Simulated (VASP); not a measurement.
# CuO (Cccm) in VASP: single point with PBEsol

Aim: the single point of CuO with PBEsol.

Everything below comes from runs of VASP 6.6.1. Logs are shortened: lines on timing, memory, paths and dates and some standing lists are left out, and cuts for length are marked.

## (1) The crystal as given

It takes space group Cccm (No. 66, orthorhombic). The conventional cell has a = 4.083 Å, b = 4.112 Å, c = 5.101 Å, α = 90.00°, β = 90.00°, γ = 90.00°. Cu (site symmetry 2/m) has 4 O at 1.93 Å as nearest neighbours. O (site symmetry 222) is surrounded by 4 Cu at 1.93 Å.

## (2) Single point, PBEsol

The input, INCAR:

```
ALGO = Normal
EDIFF = 1E-7
ENCUT = 520
GGA = PS
ICORELEVEL = 1
ISIF = 2
ISMEAR = 1
LASPH = True
LCHARG = False
LREAL = Auto
LWAVE = False
NELM = 80
PREC = Accurate
SIGMA = 0.1
```

The input, KPOINTS:

```
k-points
0
Gamma
  15 7 21
```

The input, POSCAR:

```
CuO
1.0
    2.8972471000      0.0000000000      0.0000000000
   -2.9178667700      5.8665739500      0.0000000000
    0.0205279800     -1.4307075900      2.5192648100
Cu O
2 2
Direct
    0.0000000000      0.0000000000      0.5000000000
    0.0000000000      0.5000000000      0.5000000000
    0.7500750000      0.2500000000      0.7500750000
    0.2499250000      0.7500000000      0.2499250000
```

Potentials or basis: VASP PAW PBE potentials, release 64 (Cu, O).

On the command line:

```sh
$ cat potpaw_PBE.64/Cu/POTCAR potpaw_PBE.64/O/POTCAR > POTCAR
$ mpirun -np 1 vasp_std > vasp.out
```

OUTCAR:

```text
EDIFF = 1E-7
   ENCUT = 520
   GGA = PS
   ISIF = 2
   ISMEAR = 1
   LASPH = True
   LREAL = Auto
   NELM = 80
   PREC = Accurate

 ion  position               nearest neighbor table
   1  0.000  0.000  0.500-   3 1.93   4 1.93   3 1.93   4 1.93
   2  0.000  0.500  0.500-   4 1.93   3 1.93   4 1.93   3 1.93
   3  0.750  0.250  0.750-   1 1.93   2 1.93   1 1.93   2 1.93
   4  0.250  0.750  0.250-   1 1.93   2 1.93   1 1.93   2 1.93

  LATTYP: Found a simple monoclinic cell.
 ALAT       =     4.1118159989
 B/A-ratio  =     1.2406522337
 C/A-ratio  =     1.5800260289
 COS(beta)  =    -0.9493514485

  Lattice vectors:

 A1 = (   2.9177750800,  -1.4307075900,   2.5192648100)
 A2 = (  -0.0000916900,   4.4358663600,   2.5192648100)
 A3 = (  -5.8150221800,   1.4307075900,  -2.5192648100)

Analysis of symmetry for initial positions (statically):
=====================================================================
 Subroutine PRICEL returns:
 Original cell was already a primitive cell.

 Routine SETGRP: Setting up the symmetry group for a
 simple monoclinic supercell.

 Subroutine GETGRP returns: Found  2 space group operations
 (whereof  2 operations were pure point group operations)
 out of a pool of  4 trial point group operations.

The static configuration has the point symmetry S_2 .

Analysis of symmetry for dynamics (positions and initial velocities):
=====================================================================
 Subroutine PRICEL returns:
 Original cell was already a primitive cell.

 Routine SETGRP: Setting up the symmetry group for a
 simple monoclinic supercell.

 Subroutine GETGRP returns: Found  2 space group operations
 (whereof  2 operations were pure point group operations)
 out of a pool of  4 trial point group operations.

The dynamic configuration has the point symmetry S_2 .

 Subroutine INISYM returns: Found  2 space group operations
 (whereof  2 operations are pure point group operations),
 and found     1 'primitive' translations

----------------------------------------------------------------------------------------

                                     Primitive cell

  volume of cell :      42.8197

  direct lattice vectors                    reciprocal lattice vectors
     2.897247100  0.000000000  0.000000000     0.345155234  0.171670381  0.094680312
    -2.917866770  5.866573950  0.000000000     0.000000000  0.170457239  0.096803824
     0.020527980 -1.430707590  2.519264810     0.000000000  0.000000000  0.396941201
[... 116 lines left out ...]
   ISIF   =      2    stress and relaxation
   ISYM   =      2    0-nonsym 1-usesym 2-fastsym
   POTIM  = 0.5000    time-step for ionic-motion
   TEBEG  =    0.0;   TEEND  =   0.0 temperature during run
   PSTRESS=    0.0 pullay stress
   NELECT =      34.0000    total number of electrons
   NUPDOWN=      -1.0000    fix difference up-down
   EMIN   =  10.00;   EMAX   =-10.00  energy-range for DOS
   EFERMI =   0.00;   METHOD = LEGACY
   ISMEAR =     1;   SIGMA  =   0.10  broadening in eV -4-tet -1-fermi 0-gaus
   EFERMI_NEDOS =   21; number of points for ismear=-14 and -15
   IALGO  =     38    algorithm
   IMIX   =      4    mixing-type and parameters
     AMIX     =   0.40;   BMIX     =  1.00
     AMIX_MAG =   1.60;   BMIX_MAG =  1.00
  volume/ion in A,a.u.               =      10.70        72.24
  Fermi-wavevector in a.u.,A,eV,Ry     =   1.515956  2.864741 31.267842  2.298122
  Thomas-Fermi vector in A             =   2.625410
   LORBIT       =      0    0 simple, 1 ext, 2 COOP (PROOUT), +10 PAW based schemes
   GGA     = PS    functional components
   LHFCALC =     F    Hartree Fock is set to
   AEXX    =    0.0000 exact exchange contribution
   IVDW    =     0    specifies the selected vdW correction
   LEPSILON=     F    determine dielectric tensor
   LRPA    =     F    only Hartree local field effects (RPA)
 non-spin polarized calculation
 Methfessel and Paxton  Order N= 1 SIGMA  =   0.10
  energy-cutoff  :      520.00
  volume of cell :       42.82
 maximum number of plane-waves:      1175
 NGX is ok and might be reduce to    24
   NGX = 11   NGY = 25   NGZ = 11

 number of electron      34.0000009 magnetization

 Free energy of the ion-electron system (eV)
  ---------------------------------------------------
  ext. energy  EPLUGINS =         0.00000000
  ---------------------------------------------------
  free energy    TOTEN  =       -21.48058781 eV

  energy without entropy =      -21.48047555  energy(sigma->0) =      -21.48055039

 the core state eigenenergies are
   1-  1s  -8843.8613  2s  -1056.1638  2p   -910.6244  3s   -107.7641  3p    -65.1205

   2-  1s  -8843.8636  2s  -1056.1661  2p   -910.6267  3s   -107.7659  3p    -65.1223

   3-  1s   -502.0296
   4-  1s   -502.0296

 E-fermi :   5.1776     XC(G=0): -11.7848

 val. band max:        5.1762914686   @ k =  -0.0667   0.4286   0.0476
 cond. band min:       5.1777934065   @ k =  -0.0667  -0.1429   0.2857
 fundamental gap:      0.0015019379
 Fermi energy:         5.1776448088

 k-point     1 :       0.0000    0.0000    0.0000
  band No.  band energies     occupation
      1     -14.8765      2.00000
      2     -13.4572      2.00000
      3      -3.3475      2.00000
      4      -0.5281      2.00000
      5      -0.5131      2.00000
      6       1.2261      2.00000
[... 565 lines left out ...]
     20       9.8310      0.00000
     21      14.5980      0.00000

 [... further k-points ...]

------------------------ aborting loop because EDIFF is reached ----------------------------------------

  FORCE on cell =-STRESS in cart. coord.  units (eV):
  Direction    XX          YY          ZZ          XY          YZ          ZX
  --------------------------------------------------------------------------------------
  -------------------------------------------------------------------------------------
  Total        0.0115733      0.0043386      0.0039042      0.0046215      0.0066513     -0.0121644
  in kB        0.4330354      0.1623381      0.1460832      0.1729204      0.2488698     -0.4551539
  external PRESSURE =       0.2471522 kB  Pullay stress =       0.0000000 kB

 VOLUME and BASIS-vectors are now :
 -----------------------------------------------------------------------------
  energy-cutoff  :      520.00
  volume of cell :       42.82
      direct lattice vectors                 reciprocal lattice vectors
     2.897247100  0.000000000  0.000000000     0.345155234  0.171670381  0.094680312
    -2.917866770  5.866573950  0.000000000     0.000000000  0.170457239  0.096803824
     0.020527980 -1.430707590  2.519264810     0.000000000  0.000000000  0.396941201

 POSITION                                       TOTAL-FORCE (eV/Angst)
 -----------------------------------------------------------------------------------
      0.01026     -0.71535      1.25963         0.000000     -0.000000      0.000000
     -1.44867      2.21793      1.25963         0.000000     -0.000000      0.000000
      1.45908      0.39351      1.88964        -0.001220     -0.000770     -0.001840
     -1.45918      4.04236      0.62963         0.001220      0.000770      0.001840
 -----------------------------------------------------------------------------------
    total drift:                               -0.000000      0.000000     -0.000000

  FREE ENERGIE OF THE ION-ELECTRON SYSTEM (eV)
  ---------------------------------------------------
  free  energy   TOTEN  =       -21.4805878092 eV

  energy  without entropy=      -21.4804755459  energy(sigma->0) =      -21.48055039
```

OSZICAR:

```text
N       E                     dE             d eps       ncg     rms          rms(c)
DAV:   1     0.309565471482E+03    0.30957E+03   -0.16875E+04 47350   0.252E+03
DAV:   2     0.184685509758E+02   -0.29110E+03   -0.27641E+03 47320   0.439E+02
DAV:   3    -0.258130207879E+02   -0.44282E+02   -0.42091E+02 63650   0.193E+02
DAV:   4    -0.276123978372E+02   -0.17994E+01   -0.17778E+01 63343   0.395E+01
DAV:   5    -0.276409710926E+02   -0.28573E-01   -0.28520E-01 61156   0.459E+00    0.178E+01
DAV:   6    -0.252978335003E+02    0.23431E+01   -0.56467E+01 69073   0.191E+02    0.137E+01
DAV:   7    -0.213104926587E+02    0.39873E+01   -0.12322E+01 54903   0.139E+02    0.283E+00
DAV:   8    -0.215299900018E+02   -0.21950E+00   -0.27979E+00 51029   0.118E+01    0.175E+00
DAV:   9    -0.214924384319E+02    0.37552E-01   -0.15460E-01 76904   0.913E+00    0.726E-01
DAV:  10    -0.214894538053E+02    0.29846E-02   -0.66238E-02 73901   0.860E+00    0.873E-01
DAV:  11    -0.214834033022E+02    0.60505E-02   -0.24799E-02 75927   0.543E+00    0.439E-01
DAV:  12    -0.214806443796E+02    0.27589E-02   -0.10781E-02 76403   0.147E+00    0.124E-01
DAV:  13    -0.214805876109E+02    0.56769E-04   -0.84882E-04 71598   0.613E-01    0.440E-02
DAV:  14    -0.214805883214E+02   -0.71051E-06   -0.98285E-05 73844   0.179E-01    0.127E-02
DAV:  15    -0.214805878209E+02    0.50045E-06   -0.10532E-05 73716   0.892E-02    0.161E-03
DAV:  16    -0.214805878092E+02    0.11736E-07   -0.54737E-07 54209   0.925E-03
   1 F= -.21480588E+02 E0= -.21480550E+02  d E =-.112263E-03
```

Wall time 24 min (1 thread of AMD EPYC 9R45 (Zen 5), shared host); peak memory 0.61 GiB.

What came out:

- Free energy: -21.4806 eV
- Pressure: 0.0 GPa
- Band gap on the k mesh: none (metal or under the smearing width)

Forces in eV/Å, atoms in the order of the input:
```
Cu   0.000  0.000  0.000
Cu   0.000  0.000  0.000
O   -0.001 -0.001 -0.002
O    0.001  0.001  0.002
```

Levels at points of the mesh, in eV from the Fermi level:
| k point | band 13 | band 14 | band 15 | band 16 | band 17 | band 18 | band 19 | band 20 | band 21 |
| --- | --- | --- | --- | --- | --- | --- | --- | --- | --- |
| (0.00, 0.00, 0.00) | -2.51 | -2.48 | -2.39 | -2.00 | 0.68 | 0.69 | 1.44 | 6.00 | 7.39 |

Core levels (eV, on the scale of the bands):
```tsv
atom	levels
1 Cu	1s -8843.9, 2s -1056.2, 2p -910.6, 3s -107.8, 3p -65.1
2 Cu	1s -8843.9, 2s -1056.2, 2p -910.6, 3s -107.8, 3p -65.1
3 O	1s -502.0
4 O	1s -502.0
```

Caveat: the PAW data sets were made with another functional, which shifts forces and pressure a little; the run has no spin polarisation, though such a crystal can be magnetic; semilocal functionals often make such compounds metallic where correlation or magnetic order opens a gap, which also shifts bond lengths. With open d or f shells a metallic result of PBEsol can be an artefact of self-interaction; +U or a hybrid may open a gap.
